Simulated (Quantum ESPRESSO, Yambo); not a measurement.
# A GW chain in Yambo: GaN (P6_3mc), part 3 of 3

How does a plane-wave GW calculation on GaN (P6_3mc) run from the first input to the gap?

Quantum ESPRESSO 7.5 and Yambo 5.3.0; PBE and many-body steps on it, plane waves. Known limits of the many-body steps: not at the basis limit; no spin-orbit coupling.

So far. Step 3 (Bands along the symmetry lines): The gap is 2.001 eV, as in the run before at this level. Step 4 (Empty states on the mesh, 6×6×4 mesh, 214 bands): On this mesh the gap is 2.001 eV.

The database entry behind the starting cell differs from later determinations by our own check (about 0.3 % short, ideal inner coordinate), so it need not match the best structure at ambient conditions.

## (6) Screening and self-energy, 6×6×4 mesh, 102 bands, screening to 156.5 eV

Now the one-shot GW correction: screening in the RPA, then the self-energy of the levels asked for.

This step: G0W0 on PBE, plane waves, norm-conserving pseudopotentials.

Input file gw2.in:

```
HF_and_locXC
gw0
dyson
ppa
em1d
rim_cut
RandQpts= 1000000
RandGvec= 1 RL
EXXRLvcs= 104 Ry
VXCRLvcs= 416 Ry
Chimod= "HARTREE"
% BndsRnXp
 1 | 102 |
%
NGsBlkXp= 11.5 Ry
% LongDrXp
 1 | 1 | 1 |
%
% GbndRnge
 1 | 102 |
%
DysSolver= "n"
ExtendOut
PPAPntXp= 27.21138 eV
% QPkrange
 1 | 1 | 25 | 28 |
%
```

Command:

```sh
> OMP_NUM_THREADS=1 mpirun -n 4 yambo -F gw2.in -J gw2 -C gw2 > gw2.log
```

Log:

```text
 Yambo, version 5.3.0

 [02] CORE Variables Setup
 =========================

  [... cell, symmetries and grids as in the set-up ...]

  [02.05] Energies & Occupations
  ==============================

  [X] === General ===
  [X] Electronic Temperature                        :  0.000000  0.000000 [eV K]
  [X] Bosonic    Temperature                        :  0.000000  0.000000 [eV K]
  [X] Finite Temperature mode                       : no
  [X] El. density                                   :  0.11494E+25 [cm-3]
  [X] Fermi Level                                   :  11.85610 [eV]

  [X] === Gaps and Widths ===
  [X] Conduction Band Min                           :  2.000871 [eV]
  [X] Valence Band Max                              :  0.000000 [eV]
  [X] Filled Bands                                  :  26
  [X] Empty Bands                                   :   27  214
  [X] Direct Gap                                    :  2.000871 [eV]
  [X] Direct Gap localized at k                     :  1
  [X] Indirect Gap                                  :  2.000871 [eV]
  [X] Indirect Gap between kpts                     :  1  1
  [X] Last valence band width                       :  2.707424 [eV]
  [X] 1st conduction band width                     :  4.527718 [eV]

 [03] Transferred momenta grid and indexing
 ==========================================

 IBZ Q-points                                      :  24
 BZ  Q-points                                      :  144

 K/Q-points units:
 rlu = crystal or reduced units; cc = cartesian coordinates; iku = interal k-units

 Q [ 1]         [rlu]:  0.000000  0.000000  0.000000
 Q [ 2]         [rlu]:  0.000000  0.000000  0.250000
 Q [ 3]         [rlu]:  0.000000  0.000000 -0.500000
 Q [ 4]         [rlu]: -0.63047E-17  0.16667       0.0000
 Q [ 5]         [rlu]: -0.63047E-17  0.16667      0.25000
 Q [ 6]         [rlu]: -0.63047E-17  0.16667     -0.50000
 Q [ 7]         [rlu]: -0.12609E-16  0.33333       0.0000
 Q [ 8]         [rlu]: -0.12609E-16  0.33333      0.25000
 Q [ 9]         [rlu]: -0.12609E-16  0.33333     -0.50000
 Q [10]         [rlu]:  0.18914E-16 -0.50000       0.0000
     [... 12 further rows ...]
 Q [23]         [rlu]:  0.12609E-16 -0.33333      0.25000
 Q [24]         [rlu]: -0.166667 -0.333333  0.250000

 [04] Coloumb potential Random Integration (RIM)
 ===============================================

  [04.01] RIM initialization
  ==========================

  * Diagonal components only detected *

  8 x (sBL volume)        :  0.045137 [a.u.]
  sBZ random points       :  1000000
  Points outside the sBZ  :   7994252
  RL volume               :  0.812463 [a.u.]
  Integrated volume       :  0.813047 [a.u.]

  [04.02] RIM integrals
  =====================

  Gamma point sphere radius             :  0.064584 [a.u.]
  Points outside the sphere             :   799512
  [Int_sBZ(q=0) 1/q^2]*(Vol_sBZ)^(-1/3) =:  7.693166
                                 should be <:  7.795600

  Summary of Coulomb integrals for non-metallic bands |Q|[au] RIM/Bare

  Q [1] 0.100000E-4 0.986860 * Q [2] 0.160904 0.991252
  Q [4] 0.201220 1.084243 * Q [5] 0.257643 1.044913
  Q [22] 0.257643 1.045669 * Q [3] 0.321808 1.006357
  Q [13] 0.348524 1.029178 * Q [6] 0.379539 1.012759
  Q [14] 0.383874 1.021857 * Q [7] 0.402441 1.021951
  Q [23] 0.433415 1.017871 * Q [8] 0.433415 1.017418
  Q [15] 0.474372 1.011636 * Q [9] 0.515285 1.010588
  Q [16] 0.532379 1.012815 * Q [24] 0.556163 1.011338
  Q [17] 0.556163 1.011095 * Q [10] 0.603661 1.010419
  Q [18] 0.622083 1.008157 * Q [11] 0.624737 1.009299
  Q [12] 0.684081 1.007302 * Q [19] 0.697048 1.007759
  Q [20] 0.715378 1.007101 * Q [21] 0.767747 1.005934

 [05] Dipoles
 ============

  [05.01] Setup: observables and procedures
  =========================================

  [WARNING] [x,Vnl] slows the Dipoles computation. To neglect it rename the ns.kb_pp file

 [06] Dynamic Dielectric Matrix (PPA)
 ====================================

 [WR./gw2//ndb.pp]---------------------------------------------------------------
  Brillouin Zone Q/K grids (IBZ/BZ)                :   24  144   24  144
  RL vectors                                       :   6741 [WF]
  Coulomb cutoff potential                         : none
  Electronic Temperature                           :  0.000000 [K]
  Bosonic    Temperature                           :  0.000000 [K]
  PPA    diel. fun.  energies                      : Perdew, Burke & Ernzerhof(X)+Perdew, Burke & Ernzerhof(C)
  wavefunctions                                    : Perdew, Burke & Ernzerhof(X)+Perdew, Burke & Ernzerhof(C)
  Global Gauge                                     : length
  X matrix size                                    :  245
  X band range                                     :    1  102
  X e/h energy range                               : -1.000000 -1.000000 [eV]
  X Time ordering                                  : R
  X Hxc Kernel                                     : HARTREE
  X Drude frequency                                :  0.000000  0.000000
  X poles                                          :  100.0000 [o/o]
  RL vectors in the sum                            :   6741
  [r,Vnl] included                                 : yes
  Field direction                                  :  0.577350E-5  0.577350E-5  0.577350E-5
  BZ energy Double Grid                            : no
  BZ energy DbGd points                            : 0
  BZ Q point size factor                           : -1.000000
  X Optical Averaged directions                    : none

 [07] Local Exchange-Correlation + Non-Local Fock
 ================================================

 [VXC] Plane waves :   43821
 [EXS] Plane waves :   5479

 QP @ state[ 1 ] K range:  1  1
 QP @ state[ 1 ] b range:  25  28

 [xc] Functional : Perdew, Burke & Ernzerhof(X)+Perdew, Burke & Ernzerhof(C)
 [xc] LIBXC used to calculate xc functional
  PP Number of Atomic Species                      :  2
  NLCC RL compoments                               :   43821
  PP Number of Atomic Species                      :  2
  NLCC RL compoments                               :   43821

 [xc] E_xc :  -48.25349 [Ha]
      E_xc :  -96.50698 [Ry]

  Local XC kind (lXC) : Perdew, Burke & Ernzerhof(X)+Perdew, Burke & Ernzerhof(C)
  Non-Local XC kind (nlXC) : Hartree-Fock

  Corrections @ K [1] :  [eV]
 <25|nlXC|25> = -22.54482 -0.14324E-16 <25|lXC|25> = -19.13767  0.000000
 <26|nlXC|26> = -22.54481  0.11960E-16 <26|lXC|26> = -19.13767  0.47204E-16
 <27|nlXC|27> = -10.17952 -0.19273E-17 <27|lXC|27> = -14.21472 -0.18882E-15
 <28|nlXC|28> = -9.062920 -0.33300E-18 <28|lXC|28> = -14.00871  0.000000

 [08] Dyson equation: Newton solver
 ==================================

  [08.01] G0W0 (W PPA)
  ====================

  [  GW  ] Bands range     :    1  102
  [GW/PPA] G damping       :  0.100000 [eV]

  QP @ state[ 1 ] K range:  1  1
  QP @ state[ 1 ] b range:  25  28

   Sc/G bands                                       :    1  102
   Sc/G damping                                     :  0.100000 ev
   Sc bands terminator                              : no
   Sx RL components                                 :   5479

   QP @ state[ 1 ] K range                          :  1  1
   QP @ state[ 1 ] b range                          :  25  28
   GF energies kind                                 : Perdew, Burke & Ernzerhof(X)+Perdew, Burke & Ernzerhof(C)
   GF WF`s kind                                     : Perdew, Burke & Ernzerhof(X)+Perdew, Burke & Ernzerhof(C)
   Xs energies kind                                 : Perdew, Burke & Ernzerhof(X)+Perdew, Burke & Ernzerhof(C)
   Xs WF`s kind                                     : Perdew, Burke & Ernzerhof(X)+Perdew, Burke & Ernzerhof(C)

 [11] Game Over & Game summary
```

It took 10 min on 4 MPI ranks of Arm Neoverse V2, shared host; peak memory 3.8 GiB; 41 min of CPU time.

This step gave:

```yaml
g0w0_gap_on_the_points_computed: 2.857 eV
starting_gap_on_the_mesh: 2.001 eV
k_of_the_valence_top: 0, 0, 0
k_of_the_conduction_bottom: 0, 0, 0
least_direct_g0w0_gap_on_the_computed_points: 2.857 eV
z_at_the_valence_top: 0.7928
z_at_the_conduction_bottom: 0.8191
```

The gap on the mesh goes from 2.00 eV to 2.86 eV, a correction of +0.86 eV.

Limits: finite bands, cutoff and mesh; no spin-orbit coupling. v1 is the top filled band, c1 the lowest empty one. The levels before and after the correction (eV, zero at the valence-band top of each column):

```csv
,conduction bottom,valence top
Kohn-Sham,2.00,0.00
G0W0,2.86,0.00
```

```csv
,level,energy (eV)
Kohn-Sham,Γ v2-v1,0.000
Kohn-Sham,Γ c1,2.001
Kohn-Sham,Γ c2,4.338
G0W0,Γ v2-v1,0.000
G0W0,Γ c1,2.857
G0W0,Γ c2,5.369
```

## (7) Where the time went

Times are wall times on the hardware named with each run, good to a factor of about two.

```
                          step    time  share  memory (GiB)
                  ground state    16 s    2 %          0.37
bands along the symmetry lines   9.8 s    1 %          0.28
      empty states on the mesh    58 s    8 %          0.61
         conversion and set-up   2.7 s    0 %          0.25
     screening and self-energy  10 min   88 %           3.8
```

## (8) Summary of results

```json
{
  "PBE gap": "2.00 eV, direct",
  "G0W0 gap on the mesh": "2.86 eV",
  "GW settings": "6×6×4 mesh, 102 bands, screening to 156.5 eV, Godby-Needs plasmon pole",
  "known limits": "not at the basis limit; no spin-orbit coupling"
}
```

In words: G0W0 moves the gap on the mesh from 2.00 eV to 2.86 eV (+0.86 eV), with Z of 0.79 and 0.82 at the edges. Only 1 of the mesh's irreducible points was corrected, so a valley elsewhere could overtake. The dearest step here is «screening and self-energy». Bands and cutoff are finite, so the gap is not at the basis limit. The miss can reach some tenths of an eV and take either sign; the mesh is an error of its own. In the G0W0 run levels were corrected at 1 k point alone, so a gap called «on the mesh» is the least over those, and an edge elsewhere would be missed. The many-body steps are scalar-relativistic: spin-orbit coupling is not in them.

[Paths, hosts, dates, memory and timing lines, banners, echoed tables and standing remarks are left out of the program output.]

[Logs are printed without paths, hosts, clocks, repeated set-up lines and the standing remarks that a program may print on its own settings, such as how far it seeks lower states.]

[Runs of the session that timed out or met a known fault of the program may be left out.]

[Hosts, paths, dates, database ids (printed as entryN), source tags and the programs' standing remarks are cut or masked in the printed files.]
